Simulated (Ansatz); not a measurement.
# BN (P6_3mc) in Ansatz: notebook

One crystal, BN, is run at these levels: PBE; tasks: single point.

Program: Ansatz 0.2.0. These are calculated values, not measurements. Logs are shortened: lines on timing, memory, paths and dates and some standing lists are left out, and cuts for length are marked.

**1. Starting point**

It takes space group P6_3mc (No. 186, hexagonal). Conventional cell: a = 2.554 Å, b = 2.554 Å, c = 4.227 Å, α = 90.00°, β = 90.00°, γ = 120.00°. N (site symmetry 3m) is surrounded by 4 B at 1.57 to 1.58 Å. Around B (site symmetry 3m) lie 4 N at 1.57 to 1.58 Å.

Measurements of this composition are mostly on another form, of space group No. 194.

**2. Single point, PBE**

Contents of input.yaml:

```yaml
crystal:
  lattice:
    - [2.5539396017, 0.0, 0.0]
    - [-1.2769698009, 2.2117765748, 0.0]
    - [0.0, 0.0, 4.226855]
  atoms:
    - { symbol: "N", position: [0.3333333333, 0.6666666667, 0.125276] }
    - { symbol: "N", position: [0.6666666667, 0.3333333333, 0.625276] }
    - { symbol: B, position: [0.3333333333, 0.6666666667, 0.499724] }
    - { symbol: B, position: [0.6666666667, 0.3333333333, 0.999724] }
hamiltonian:
  xc: pbe
  pseudopotentials: { kind: paw }
kpoints:
  mp_grid: { grid: [12, 12, 6] }
scf:
  occupations: { method: gaussian, width: 0.012 }
output:
  forces: true
  stress: true
  eigenvalues: true
  write_density: true
  write_potential: true
  elf: true
  volumetric_format: npy
```

Potentials or basis: Ansatz PAW.

Command:

```
$ ansatz run input.yaml --threads 2 --pin off --max-ram 5632MiB --backend cpu --events-out ev --progress --plain --runs-dir out
```

What it wrote:

```text
Warning: RAYON_NUM_THREADS=2 ignored (pool sized by the plan → 2); use --threads N
Engine: ansatz 0.2.0, x86_64-unknown-linux-gnu
Pseudopotentials: kind: paw
Pseudopotential: N, paw, valence charge 5, recommended cutoff 420 eV (normal), N.paw.azcp
Pseudopotential: B, paw, valence charge 3, recommended cutoff 420 eV (normal), B.paw.azcp
Functional definition: PBE
  parameter kappa = 0.804
  parameter beta = 0.06672455060314922
  exchange = pbe_x(kappa = kappa, mu = beta*pi^2/3)
  correlation = pbe_c(beta = beta)
Crystal: 4 atoms, lattice volume = 23.876 Å³
Basis set: ecut = 420 eV, 465 PW (Γ), exchange–correlation on 36×36×60 points (8 copies of the dense FFT grid, shifted against one another)
Bands: 12, of which v1, the nominal top of the filled ones, is band 8 counted from 1 (7 counted from 0)
Symmetry: 12 space group operations
Space group: P63mc (ITA 186), of the structure as read, at distance tolerance 2.9e-5 Å
k-points: 76 of 864 (time reversal used)
Non-local potential: N, projectors of the file, l = 0: 2, l = 1: 2, l = 2: 1
Non-local potential: B, projectors of the file, l = 0: 2, l = 1: 2, l = 2: 1
PAW form: soft (Blöchl's): semilocal exchange-correlation on the pseudo side does not see the compensation charge
PAW one-centre angular grid: N, 110 points (default); XC on 64 Gauss nodes
PAW one-centre angular grid: B, 110 points (default); XC on 64 Gauss nodes
Initial density: superposition of atomic densities (neutral atoms: chi_scale 0, normalization atom), corrected by the library's trained network
Initial wavefunctions: pseudopotential atomic-orbital guess
Functional: x = pbe(κ = 0.804, μ = 0.2195149727645171), c = pbe(β = 0.06672455060314922)
SCF iter   1: F=—  HF=-1084.482542 eV  |F-HF|=—  |Δ(HF+E_count)|=         —  Δρ=2.71e-3  dr2=9.03e-4  ethr=1.77e-3  ⟨swp⟩=5.1  Hψ=5147  notcnv=0
preconditioner: auto → none  [insulator: Δε(μ)=5.198 eV  Ē_g=17.516 eV  σ=0.012 eV  W_gap=1.00  n_scr=2 (ndim 8)  ℏωp=30.4 eV  f_vac=0.000  D(μ)=0.00/eV (n_scr^D=0)  ε∞_Penn≈4.0]
SCF iter   2: F=—  HF=-1084.482700 eV  |F-HF|=—  |Δ(HF+E_count)|=   1.57e-4  Δρ=9.68e-4  dr2=1.09e-4  ethr=5.64e-6  ⟨swp⟩=2.3  Hψ=2395  notcnv=0
SCF iter   3: F=—  HF=-1084.482804 eV  |F-HF|=—  |Δ(HF+E_count)|=   1.04e-4  Δρ=4.77e-4  dr2=1.61e-5  ethr=6.83e-7  ⟨swp⟩=2.9  Hψ=1642  notcnv=0
SCF iter   4: F=—  HF=-1084.482854 eV  |F-HF|=—  |Δ(HF+E_count)|=   4.99e-5  Δρ=1.01e-4  dr2=7.70e-7  ethr=1.01e-7  ⟨swp⟩=2.5  Hψ=1507  notcnv=0
iter 5 did not close the SCF: its close was put off for the readings that it lacked (scf_convergence_deferred on its scf_iter line)
SCF iter   5: F=-1084.482856 eV  HF=-1084.482856 eV  |F-HF|=3.61e-8  |Δ(HF+E_count)|=   2.57e-6  Δρ=1.21e-5  dr2=1.08e-8  ethr=4.81e-9  ⟨swp⟩=2.1  Hψ=1502  notcnv=0
SCF iter   6: F=-1084.482856 eV  HF=-1084.482856 eV  |F-HF|=2.06e-10  |Δ(HF+E_count)|=   3.93e-8  Δρ=9.83e-7  dr2=9.11e-11  ethr=6.74e-11  ⟨swp⟩=4.9  Hψ=4814  notcnv=0
SCF 1 converged in 6 iterations: F = -1084.482856 eV  dr2 = 9.11e-11
SCF converged after 6 iterations
Free energy (F): -1084.482856 eV
Harris-Foulkes:  -1084.482856 eV  (|F-HF|=2.06e-10)
Internal energy: -1084.482856 eV  (E = F + TS)
E sigma→0 (E₀):  -1084.482856 eV
Fermi energy:    13.774778 eV
--- Per-component energies (eV) ---
  E_band       = 51.035233
  E_kinetic    = 370.139738
  E_local      = -354.553957  (includes V_loc(G=0)·N_el)
  E_nonlocal   = 113.040336
  E_hartree    = 99.650820
  E_xc         = -186.642776
  E_vxc        = -232.134253  (∫ρ·V_xc dr)
  E_paw        = -412.785776  (= ΣΔE_a)
  E_vpaw       = -44.758487  (= ΣTr[D̂ρ^β])
  E_aug_tail   = 0.000203  (compensation charges beyond the density's cutoff)
  E_ewald      = -713.331445
  E_smearing   = -0.000000  (= −TS)
  E_closure    = -0.000000  (closes the sum)
  Σ components = -1084.482856   (vs F -1084.482856, Δ=0.00e0)
--- Forces (eV/Å), atoms counted from 1 ---
  atom   1  N      0.00000000     0.00000000    -0.01631180
  atom   2  N     -0.00000000    -0.00000000    -0.01631180
  atom   3  B     -0.00000000    -0.00000000     0.01631077
  atom   4  B      0.00000000     0.00000000     0.01631077
  max |Σ_I F_I| component: 2.05e-6 eV/Å
--- Stress (GPa, compression-positive) ---
        0.197672      -0.000000       0.000000
        0.000000       0.197672      -0.000000
        0.000000       0.000000      -0.523464
  P = ⅓ Tr σ = -0.0427 GPa (-0.427 kbar)
--- Band table (eV; the first three rows and the last of 76) ---
  k-point 0: bands = ["-9.1217", "-5.0199", "0.3423", "9.0698", "9.0698", "10.8945", "11.1679", "11.1679", "19.5147", "19.5147", "19.7035", "20.5774"]
  k-point 1: bands = ["-8.9571", "-5.5757", "1.1899", "9.1858", "9.1858", "10.0034", "10.9938", "10.9938", "19.7125", "19.7125", "20.0791", "20.5767"]
  k-point 2: bands = ["-8.4687", "-6.6527", "3.1212", "7.9338", "9.5169", "9.5169", "10.5500", "10.5500", "20.2614", "20.2614", "20.4869", "20.5784"]
  k-point 75: bands = ["-3.7313", "-3.7313", "2.3982", "2.3982", "3.5220", "3.5220", "8.1576", "8.1576", "20.4170", "20.4170", "21.3126", "21.3126"]
```

rho_z.tsv:

```text
# z_ang	rho[e/angstrom^3]
# format = ansatz-planar-average/11
# lattice	2.553939602	0.000000000	0.000000000
# lattice	-1.276969801	2.211776575	0.000000000
# lattice	0.000000000	0.000000000	4.226855000
# sites	4
# site	7	-0.000000000	1.474517717	0.529523487
# site	7	1.276969801	0.737258858	2.642950987
# site	5	-0.000000000	1.474517717	2.112260888
# site	5	1.276969801	0.737258858	4.225688388
0.000000	7.180935e-1
0.140895	9.238658e-1
0.281790	1.088822e0
0.422685	1.144428e0
0.563581	1.084815e0
0.704476	9.528138e-1
[... 22 lines left out ...]
3.945065	4.228080e-1
4.085960	5.428147e-1
```

Run time: 4.6 s. Hardware: 2 threads of Intel Xeon at 2.50GHz (Skylake/Cascade Lake), shared host; peak memory 0.33 GiB.

Results:

* Free energy: -1084.4829 eV
* Pressure: 0.0 GPa
* Largest force: 0.016 eV/Å
* Band gap on the k mesh: 5.21 eV, indirect (least direct gap 8.24 eV)

Forces on the atoms (eV/Å):
```
N    0.000  0.000 -0.016
N    0.000  0.000 -0.016
B    0.000  0.000  0.016
B    0.000  0.000  0.016
```

Levels at points of the mesh, in eV from the valence-band top:
| k point | band 5 | band 6 | band 7 | band 8 | band 9 | band 10 | band 11 | band 12 |
| --- | --- | --- | --- | --- | --- | --- | --- | --- |
| (0.00, 0.00, 0.00) | -2.10 | -0.27 | 0.00 | 0.00 | 8.35 | 8.35 | 8.54 | 9.41 |
| (0.00, 0.00, -0.50) | -1.16 | -1.16 | -1.16 | -1.16 | 9.41 | 9.41 | 9.89 | 9.89 |
| (0.00, -0.50, 0.00) | -6.85 | -4.93 | -4.36 | -2.09 | 6.69 | 7.94 | 10.56 | 11.39 |
| (0.00, -0.50, -0.50) | -3.73 | -3.73 | -3.55 | -3.55 | 6.56 | 6.56 | 9.98 | 9.98 |

Caveat: the pressure holds a Pulay correction of +1.1 GPa for the finite cutoff. A k mesh can miss the band edges.

**3. Single point, PBE**

input.yaml: that of step 2 with these lines changed.

```diff
@@ -16,3 +16,3 @@
 scf:
-  occupations: { method: gaussian, width: 0.012 }
+  occupations: { method: gaussian, width: 0.013 }
 output:
@@ -21,5 +21 @@
   eigenvalues: true
-  write_density: true
-  write_potential: true
-  elf: true
-  volumetric_format: npy
```

Potentials or basis: Ansatz PAW.

Command:

```
$ ansatz run input.yaml --threads 2 --pin off --max-ram 5632MiB --backend cpu --events-out ev --progress --plain --runs-dir out
```

Wall time 4 s (2 threads of Intel Xeon at 2.50GHz (Skylake/Cascade Lake), shared host); peak memory 0.32 GiB.

Results (log left out):

| Item | Value |
| --- | --- |
| Free energy | -1084.4829 eV |
| Pressure | 0.0 GPa |
| Largest force | 0.016 eV/Å |
| Band gap on the k mesh | 5.21 eV, indirect (least direct gap 8.24 eV) |

Forces on the atoms (eV/Å):
```
N    0.000  0.000 -0.016
N    0.000  0.000 -0.016
B    0.000  0.000  0.016
B    0.000  0.000  0.016
```

Stress tensor (GPa, compression positive):
```
 0.20  0.00  0.00
 0.00  0.20  0.00
 0.00  0.00 -0.52
```

Levels at points of the mesh, in eV from the valence-band top:
```tsv
k point	band 5	band 6	band 7	band 8	band 9	band 10	band 11	band 12
(0.00, 0.00, 0.00)	-2.10	-0.27	0.00	0.00	8.35	8.35	8.54	9.41
(0.00, 0.00, -0.50)	-1.16	-1.16	-1.16	-1.16	9.41	9.41	9.89	9.89
(0.00, -0.50, 0.00)	-6.85	-4.93	-4.36	-2.09	6.69	7.94	10.56	11.39
(0.00, -0.50, -0.50)	-3.73	-3.73	-3.55	-3.55	6.56	6.56	9.98	9.98
```

Caveat: the pressure holds a Pulay correction of +1.1 GPa for the finite cutoff.
